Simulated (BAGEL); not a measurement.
# A workflow on C3H9N (SMILES CCCN)

We compute the energy (HF/def2-SVP), then a single-point energy (CASSCF(2,2)/def2-SVP) of C3H9N. 

Program for the calculation: BAGEL 1.2.2.

**1. The system as given**

The species is C3H9N (13 atoms), meant as a singlet with charge 0. SMILES: `CCCN`. The shape is that of a PBE0-D4/def2-TZVP optimisation. This is one conformer, not always the lowest.

Bond lengths: C1–C2 1.519 Å, C2–C3 1.526 Å, C3–N4 1.453 Å, C1–H5 1.092 Å, C1–H6 1.094 Å, C1–H7 1.093 Å, C2–H8 1.097 Å, C2–H9 1.096 Å, C3–H10 1.096 Å, C3–H11 1.095 Å, N4–H12 1.013 Å, N4–H13 1.012 Å. Some angles: C1–C2–C3 113.6°, C2–C3–N4 116.6°, C1–C2–H8 109.8°, C1–C2–H9 109.6°, C3–C2–H8 108.9°, C3–C2–H9 108.5°, C2–C1–H5 111.5°, C2–C1–H6 111.0°, C2–C1–H7 111.6°, C2–C3–H10 109.2°.

**2. The energy at HF/def2-SVP (density fitting with svp-jkfit) (run 1)**

File input.json:

```json
{ "bagel" : [

{
  "title" : "molecule",
  "basis" : "svp",
  "df_basis" : "svp-jkfit",
  "angstrom" : true,
  "geometry" : [
    { "atom" : "C", "xyz" : [      -1.377900,       0.221800,       0.509700 ] },
    { "atom" : "C", "xyz" : [      -0.298300,      -0.788700,       0.163000 ] },
    { "atom" : "C", "xyz" : [       1.099100,      -0.182300,       0.067600 ] },
    { "atom" : "N", "xyz" : [       1.304000,       0.822500,      -0.961500 ] },
    { "atom" : "H", "xyz" : [      -2.359000,      -0.251500,       0.588100 ] },
    { "atom" : "H", "xyz" : [      -1.167200,       0.709300,       1.466500 ] },
    { "atom" : "H", "xyz" : [      -1.456900,       1.003200,      -0.251000 ] },
    { "atom" : "H", "xyz" : [      -0.539700,      -1.277600,      -0.788900 ] },
    { "atom" : "H", "xyz" : [      -0.282600,      -1.582700,       0.918600 ] },
    { "atom" : "H", "xyz" : [       1.361700,       0.270300,       1.030600 ] },
    { "atom" : "H", "xyz" : [       1.826800,      -0.983100,      -0.098000 ] },
    { "atom" : "H", "xyz" : [       1.066200,       0.451400,      -1.873800 ] },
    { "atom" : "H", "xyz" : [       0.709100,       1.626300,      -0.805800 ] }
  ]
},

{ "title" : "hf" },

{ "title" : "print", "file" : "orbitals.molden", "orbitals" : true }

]}
```

Started as:

```console
$ BAGEL_NUM_THREADS=1 BAGEL input.json > input.out
```

The program printed:

```text
* using 1 threads per process

  ===============================================================
  ===============================================================

  *** Geometry ***

  { "atom" : "C", "xyz" : [     -2.603854,      0.419141,      0.963193 ] },
  { "atom" : "C", "xyz" : [     -0.563705,     -1.490427,      0.308025 ] },
  { "atom" : "C", "xyz" : [      2.076998,     -0.344497,      0.127745 ] },
  { "atom" : "N", "xyz" : [      2.464203,      1.554300,     -1.816972 ] },
  { "atom" : "H", "xyz" : [     -4.457864,     -0.475266,      1.111348 ] },
  { "atom" : "H", "xyz" : [     -2.205688,      1.340383,      2.771283 ] },
  { "atom" : "H", "xyz" : [     -2.753142,      1.895773,     -0.474321 ] },
  { "atom" : "H", "xyz" : [     -1.019885,     -2.414314,     -1.490805 ] },
  { "atom" : "H", "xyz" : [     -0.534037,     -2.990870,      1.735902 ] },
  { "atom" : "H", "xyz" : [      2.573240,      0.510793,      1.947552 ] },
  { "atom" : "H", "xyz" : [      3.452152,     -1.857790,     -0.185193 ] },
  { "atom" : "H", "xyz" : [      2.014826,      0.853022,     -3.540969 ] },
  { "atom" : "H", "xyz" : [      1.340005,      3.073262,     -1.522741 ] },

  Number of auxiliary basis functions:      464

  Since a DF basis is specified, we compute 2- and 3-index integrals:
    o Being stored without compression. Storage requirement is 0.038 GB

  Number of basis functions:      101
  Number of electrons      :       34

    * METHOD: MOLECULE                             0.23

  *** RHF ***

  === Nuclear Repulsion ===
   133.6347338547

      * DIIS with orbital gradients will be used.

  === RHF iteration (svp) ===
      0       -172.97114772          0.01575221           0.07
      1       -173.12768849          0.00752598           0.07
      2       -173.16008661          0.00145241           0.07
      3       -173.16183910          0.00023890           0.07
      4       -173.16188284          0.00008012           0.07
      5       -173.16188878          0.00002026           0.07
      6       -173.16188945          0.00000682           0.07
      7       -173.16188954          0.00000199           0.07
      8       -173.16188954          0.00000060           0.07
      9       -173.16188954          0.00000018           0.07
     10       -173.16188954          0.00000005           0.07
     11       -173.16188954          0.00000002           0.07
     12       -173.16188955          0.00000000           0.07
    * SCF iteration converged.

    * Permanent dipole moment:
           (    0.536433,     0.154852,     0.023940) a.u.

    * METHOD: HF                                   1.04

    * METHOD: PRINT                                0.02

  ===============================================================
```

Run time: 1.5 s. Hardware: 1 thread of Arm Neoverse V2, shared host.

**3. The energy at CASSCF(2,2)/def2-SVP (density fitting with svp-jkfit) (run 2)**

File job.json:

```json
{ "bagel" : [

{
  "title" : "molecule",
  "basis" : "svp",
  "df_basis" : "svp-jkfit",
  "angstrom" : "true",
  "geometry" : [
    { "atom" : "C", "xyz" : [   -1.377900,    0.221800,    0.509700 ] },
    { "atom" : "C", "xyz" : [   -0.298300,   -0.788700,    0.163000 ] },
    { "atom" : "C", "xyz" : [    1.099100,   -0.182300,    0.067600 ] },
    { "atom" : "N", "xyz" : [    1.304000,    0.822500,   -0.961500 ] },
    { "atom" : "H", "xyz" : [   -2.359000,   -0.251500,    0.588100 ] },
    { "atom" : "H", "xyz" : [   -1.167200,    0.709300,    1.466500 ] },
    { "atom" : "H", "xyz" : [   -1.456900,    1.003200,   -0.251000 ] },
    { "atom" : "H", "xyz" : [   -0.539700,   -1.277600,   -0.788900 ] },
    { "atom" : "H", "xyz" : [   -0.282600,   -1.582700,    0.918600 ] },
    { "atom" : "H", "xyz" : [    1.361700,    0.270300,    1.030600 ] },
    { "atom" : "H", "xyz" : [    1.826800,   -0.983100,   -0.098000 ] },
    { "atom" : "H", "xyz" : [    1.066200,    0.451400,   -1.873800 ] },
    { "atom" : "H", "xyz" : [    0.709100,    1.626300,   -0.805800 ] }
  ]
},
{
  "title" : "hf"
},
{
  "title" : "casscf",
  "nstate" : 1,
  "nact" : 2,
  "nclosed" : 16,
  "active" : [6, 29],
  "maxiter" : 200,
  "natocc" : "true"
},
{
  "title" : "print",
  "file" : "orbitals.molden",
  "orbitals" : "true"
}

]}
```

Started as:

```console
$ BAGEL_NUM_THREADS=1 BAGEL job.json > job.out
```

The program printed:

```text
* using 1 threads per process

  ===============================================================
  ===============================================================

  *** Geometry ***

  { "atom" : "C", "xyz" : [     -2.603854,      0.419141,      0.963193 ] },
  { "atom" : "C", "xyz" : [     -0.563705,     -1.490427,      0.308025 ] },
  { "atom" : "C", "xyz" : [      2.076998,     -0.344497,      0.127745 ] },
  { "atom" : "N", "xyz" : [      2.464203,      1.554300,     -1.816972 ] },
  { "atom" : "H", "xyz" : [     -4.457864,     -0.475266,      1.111348 ] },
  { "atom" : "H", "xyz" : [     -2.205688,      1.340383,      2.771283 ] },
  { "atom" : "H", "xyz" : [     -2.753142,      1.895773,     -0.474321 ] },
  { "atom" : "H", "xyz" : [     -1.019885,     -2.414314,     -1.490805 ] },
  { "atom" : "H", "xyz" : [     -0.534037,     -2.990870,      1.735902 ] },
  { "atom" : "H", "xyz" : [      2.573240,      0.510793,      1.947552 ] },
  { "atom" : "H", "xyz" : [      3.452152,     -1.857790,     -0.185193 ] },
  { "atom" : "H", "xyz" : [      2.014826,      0.853022,     -3.540969 ] },
  { "atom" : "H", "xyz" : [      1.340005,      3.073262,     -1.522741 ] },

  Number of auxiliary basis functions:      464

  Since a DF basis is specified, we compute 2- and 3-index integrals:
    o Being stored without compression. Storage requirement is 0.038 GB

  Number of basis functions:      101
  Number of electrons      :       34

    * METHOD: MOLECULE                             0.23

  *** RHF ***

  === Nuclear Repulsion ===
   133.6347338547

      * DIIS with orbital gradients will be used.

  === RHF iteration (svp) ===
      0       -172.97114772          0.01575221           0.07
      1       -173.12768849          0.00752598           0.07
      2       -173.16008661          0.00145241           0.07
      3       -173.16183910          0.00023890           0.07
      4       -173.16188284          0.00008012           0.07
      5       -173.16188878          0.00002026           0.07
      6       -173.16188945          0.00000682           0.07
      7       -173.16188954          0.00000199           0.07
      8       -173.16188954          0.00000060           0.07
      9       -173.16188954          0.00000018           0.07
     10       -173.16188954          0.00000005           0.07
     11       -173.16188954          0.00000002           0.07
     12       -173.16188955          0.00000000           0.07
    * SCF iteration converged.

    * Permanent dipole moment:
           (    0.536433,     0.154852,     0.023940) a.u.

    * METHOD: HF                                   1.05

  ---------------------------
      CASSCF calculation
  ---------------------------

    ==== Active orbitals : =====
         Orbital 6
         Orbital 29
    ============================

    * nstate   :      1
    * nclosed  :     16
    * nact     :      2
    * nvirt    :     83
  === CASSCF iteration (svp) ===

    * Using the second-order algorithm

      0  0      -173.16193521     8.41e-06      0.02

      1  0      -173.16468879     3.54e-04      0.29

      2  0      -173.17423362     5.78e-04      0.38

      3  0      -173.17659232     1.87e-04      0.41

      4  0      -173.17665034     1.72e-05      0.40

      5  0      -173.17665103     2.25e-06      0.41

      6  0      -173.17665104     3.11e-07      0.40

      7  0      -173.17665104     6.02e-08      0.41

      8  0      -173.17665104     1.46e-08      0.36

      9  0      -173.17665104     3.75e-09      0.31

    * Second-order optimization converged. *

     guess   0:   closed 1.                   open ..

  === FCI iteration ===

      0  0      -173.16175082     8.46e-02      0.00
      1  0      -173.17665079     2.65e-04      0.00
      2  0 *    -173.17665104     6.80e-16      0.00

     * ci vector, state   0, <S^2> = 0.0000
       2.     0.9961424628
       .2    -0.0877507481

    * METHOD: CASSCF                               3.54

    * METHOD: PRINT                                0.02

  ===============================================================
```

Wall time 5.1 s (1 thread of Arm Neoverse V2, shared host).

**4. Results**

```
                                 quantity          value
         run 1, HF/def2-SVP: total energy  -173.16189 Eh
        run 1, HF/def2-SVP: dipole moment         1.42 D
          run 1, HF/def2-SVP: HOMO energy      -10.38 eV
          run 1, HF/def2-SVP: LUMO energy        4.62 eV
        run 1, HF/def2-SVP: HOMO–LUMO gap       15.00 eV
run 2, CASSCF(2,2)/def2-SVP: total energy  -173.17665 Eh
```
